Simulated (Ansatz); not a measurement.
The cell is COD entry 8103714, as deposited and not checked against the literature; nothing was relaxed. It differs from other determinations.

Below is the log of a run of Ansatz 0.2.0.

```
Rb: projections on atomic orbitals take those of the free atom 1s2 2s2 2p6 3s2 3p6 3d10 4s2 4p6 5s1, of charge +0.00 (hamiltonian.pseudopotentials.projection_atoms)
Cl: projections on atomic orbitals take those of the free atom 1s2 2s2 2p6 3s2 3p5, of charge +0.00 (hamiltonian.pseudopotentials.projection_atoms)
LAPW: plane waves up to 6.076 Å⁻¹, error target 5.0e-4 eV per atom; small_component_spin mean_spin; Cl in spheres of 1.610 Å, 15 of its electrons in bands, Dirac shells []; Rb in spheres of 1.664 Å, 25 of its electrons in bands, Dirac shells []
Engine: ansatz 0.2.0
Pseudopotentials: kind: all_electron
Pseudopotential: Rb, LAPW, valence charge 25, Koelling and Harmon's equation, gaussian nucleus
Pseudopotential: Cl, LAPW, valence charge 15, Koelling and Harmon's equation, gaussian nucleus
Functional definition: PBE
  parameter kappa = 0.804
  parameter beta = 0.06672455060314922
  exchange = pbe_x(kappa = kappa, mu = beta*pi^2/3)
  correlation = pbe_c(beta = beta)
Crystal: 2 atoms, lattice volume = 70.189 Å³
Basis set: ecut = 140.67175750932606 eV, 283 PW (Γ), exchange–correlation at level 2
Bands: 24, of which v1, the nominal top of the filled ones, is band 20 counted from 1 (19 counted from 0)
Symmetry: 48 space group operations
Space group: Fm-3m (ITA 225), of the structure as read, at distance tolerance 4.1e-5 Å
k-points: 16 of 216
Non-local potential: Rb, projectors of the file, none
Non-local potential: Cl, projectors of the file, none
Initial density: superposition of atomic densities (chi_scale 0.1, normalization cell, long waves kept (reshape's long-wave potential 0.00 eV rms))
Initial wavefunctions: plane waves of lowest kinetic energy (no species holds an atomic orbital)
Functional: x = pbe(κ = 0.804, μ = 0.2195149727645171), c = pbe(β = 0.06672455060314922)
iter 1 solved again at ethr=1.34e-3 eV; its pass at ethr=1.00e-1 eV (dr2=5.34e-1 eV) is discarded
SCF iter   1: F=—  HF=-93684.900591 eV  |F-HF|=—  |Δ(HF+E_count)|=         —  Δρ=1.74e-2  dr2=5.34e-1  ethr=1.34e-3  ⟨swp⟩=2.6  Hψ=2270  notcnv=0
preconditioner: auto → none  [insulator: Δε(μ)=5.903 eV  Ē_g=14.069 eV  σ=0.030 eV  W_gap=1.00  n_scr=14 (ndim 8)  ℏωp=16.6 eV  f_vac=0.223  D(μ)=0.00/eV (n_scr^D=0)  ε∞_Penn≈2.4]
iter 2 solved again at ethr=5.32e-5 eV; its pass at ethr=1.33e-3 eV (dr2=2.13e-2 eV) is discarded
SCF iter   2: F=—  HF=-93684.538989 eV  |F-HF|=—  |Δ(HF+E_count)|=   3.62e-1  Δρ=3.65e-3  dr2=2.12e-2  ethr=5.32e-5  ⟨swp⟩=2.0  Hψ=2035  notcnv=0
SCF iter   3: F=—  HF=-93684.539719 eV  |F-HF|=—  |Δ(HF+E_count)|=         —  Δρ=2.71e-3  dr2=1.27e-2  ethr=5.31e-5  ⟨swp⟩=2.8  Hψ=1284  notcnv=0
the basis was enlarged: its passes take 259.2 KiB over the memory plan, 1 of 1 planned eigensolver slots
SCF iter   4: F=—  HF=-93684.546471 eV  |F-HF|=—  |Δ(HF+E_count)|=   6.75e-3  Δρ=1.15e-3  dr2=2.30e-3  ethr=3.18e-5  ⟨swp⟩=2.8  Hψ=1268  notcnv=0
SCF iter   5: F=—  HF=-93684.547819 eV  |F-HF|=—  |Δ(HF+E_count)|=   1.35e-3  Δρ=2.54e-4  dr2=1.10e-4  ethr=5.74e-6  ⟨swp⟩=2.9  Hψ=1275  notcnv=0
SCF iter   6: F=—  HF=-93684.547932 eV  |F-HF|=—  |Δ(HF+E_count)|=   1.13e-4  Δρ=3.56e-5  dr2=1.99e-6  ethr=2.74e-7  ⟨swp⟩=2.9  Hψ=1249  notcnv=0
SCF iter   7: F=-93684.547915 eV  HF=-93684.547915 eV  |F-HF|=2.14e-8  |Δ(HF+E_count)|=   1.65e-5  Δρ=3.07e-6  dr2=1.57e-8  ethr=4.97e-9  ⟨swp⟩=3.0  Hψ=1280  notcnv=0
SCF 1 converged in 7 iterations: F = -93684.547915 eV  dr2 = 1.57e-8
NSCF: frozen V_eff on 57 k-points
SCF converged after 7 iterations
Free energy (F): -93684.547915 eV
Harris-Foulkes:  -93684.547915 eV  (|F-HF|=2.14e-8)
Internal energy: -93684.547915 eV  (E = F + TS)
E sigma→0 (E₀):  -93684.547915 eV
Fermi energy:    4.636241 eV
--- Per-component energies (eV) ---
  E_band       = -3874.617158
  E_kinetic    = 96031.376237
  E_xc         = -3513.667772
  E_electrostatic = -186202.256381  (all electrons and nuclei)
  E_smearing   = -0.000000  (= −TS)
  E_closure    = 0.000000  (closes the sum)
  E_atoms      = -93677.926315  (free atoms, spherical and without spin; not in F)
  Σ components = -93684.547915   (vs F -93684.547915, Δ=0.00e0)
  Basis errors (estimates in eV, not in F): energy 2.1e-4 per atom: plane waves 1.9e-4 (1.0e-4 summed), levels above the bands 1.1e-94, relativity 7.2e-8, radial functions 2.3e-5, core shells 1.7e-7; eigenvalues (radial functions only) 6.6e-6; not estimated: angular momenta, meshes, grids; target (lapw.basis_error) 5.0e-4; muffin-tin radii Cl 1.610 Å, Rb 1.664 Å
--- Forces (eV/Å), atoms counted from 1 ---
  atom   1  Rb     0.00000000    -0.00000000    -0.00000000
  atom   2  Cl    -0.00000000     0.00000000    -0.00000000
  max |Σ_I F_I| component: 2.70e-30 eV/Å
--- Stress (GPa, compression-positive) ---
        1.150253      -0.000000       0.000000
       -0.000000       1.150253      -0.000000
        0.000000      -0.000000       1.150253
  P = ⅓ Tr σ = 1.1503 GPa (11.503 kbar)
--- Band table (eV; the first three rows and the last of 16) ---
  k-point 0: bands = ["-240.9363", "-214.5945", "-214.5945", "-214.5945", "-179.8465", "-179.8465", "-179.8465", "-93.7600", "-93.7600", "-93.7600", "-93.7592", "-93.7592", "-21.8082", "-9.9320", "-5.8540", "-5.8540", "-5.8540", "2.0783", "2.0783", "2.0783", "7.1282", "10.0729", "10.0729", "10.0729"]
  k-point 1: bands = ["-240.9363", "-214.5945", "-214.5945", "-214.5945", "-179.8465", "-179.8465", "-179.8465", "-93.7600", "-93.7600", "-93.7600", "-93.7592", "-93.7592", "-21.8039", "-9.9491", "-5.8571", "-5.8571", "-5.8462", "1.8163", "1.9858", "1.9858", "7.7581", "9.9048", "10.4213", "10.4213"]
  k-point 2: bands = ["-240.9363", "-214.5945", "-214.5945", "-214.5945", "-179.8465", "-179.8465", "-179.8465", "-93.7600", "-93.7600", "-93.7600", "-93.7592", "-93.7592", "-21.7952", "-9.9831", "-5.8633", "-5.8633", "-5.8312", "1.3834", "1.8112", "1.8112", "9.1053", "9.9154", "11.3867", "11.3867"]
  k-point 15: bands = ["-240.9363", "-214.5945", "-214.5945", "-214.5945", "-179.8465", "-179.8465", "-179.8465", "-93.7600", "-93.7600", "-93.7600", "-93.7592", "-93.7592", "-21.7860", "-9.9093", "-6.0851", "-6.0024", "-5.8707", "1.7105", "1.7963", "1.9020", "8.9840", "10.6764", "10.9575", "11.9810"]
--- Löwdin populations: 2 sites ---
  site symbol       q [e]
     0     Rb     36.2209
     1     Cl     17.7231
  spilling = 0.001037 (of n_electrons = 54.000000)
```

The cell and starting positions:

```
CELL_PARAMETERS angstrom
0.00000 3.27400 3.27400
3.27400 0.00000 3.27400
3.27400 3.27400 0.00000
ATOMIC_POSITIONS crystal
Rb 0.00000 0.00000 0.00000
Cl 0.50000 0.50000 0.50000
```

Parts of the input that the log doesn't repeat:

```yaml
  band_path:
    path:
      - [0.0, 0.0, 0.0]
      - [0.5, 0.0, 0.5]
      - [0.625, 0.25, 0.625]
      - [0.375, 0.375, 0.75]
      - [0.0, 0.0, 0.0]
      - [0.5, 0.5, 0.5]
      - [0.5, 0.25, 0.75]
      - [0.5, 0.0, 0.5]
    npoints: 8
output:
  forces: true
  stress: true
  eigenvalues: true
  populations: true
  dos: { projected: true, de: 0.2, e_range: [-14, 8] }
```

(1) Write the input that produced this log.

## Answers

(1) 
```yaml
crystal:
  lattice:
    - [0.0, 3.274, 3.274]
    - [3.274, 0.0, 3.274]
    - [3.274, 3.274, 0.0]
  atoms:
    - { symbol: Rb, position: [0.0, 0.0, 0.0] }
    - { symbol: Cl, position: [0.5, 0.5, 0.5] }
kpoints:
  mp_grid: { grid: [6, 6, 6] }
  band_path:
    path:
      - [0.0, 0.0, 0.0]
      - [0.5, 0.0, 0.5]
      - [0.625, 0.25, 0.625]
      - [0.375, 0.375, 0.75]
      - [0.0, 0.0, 0.0]
      - [0.5, 0.5, 0.5]
      - [0.5, 0.25, 0.75]
      - [0.5, 0.0, 0.5]
    npoints: 8
scf:
  occupations: { method: fermi_dirac, width: 0.03 }
hamiltonian:
  xc: pbe
  pseudopotentials: { kind: all_electron, lapw: { basis_error: 0.0005 } }
output:
  forces: true
  stress: true
  eigenvalues: true
  populations: true
  dos: { projected: true, de: 0.2, e_range: [-14, 8] }
```
This is the input that was run; digits and keys that the log doesn't show could differ in an equivalent one.
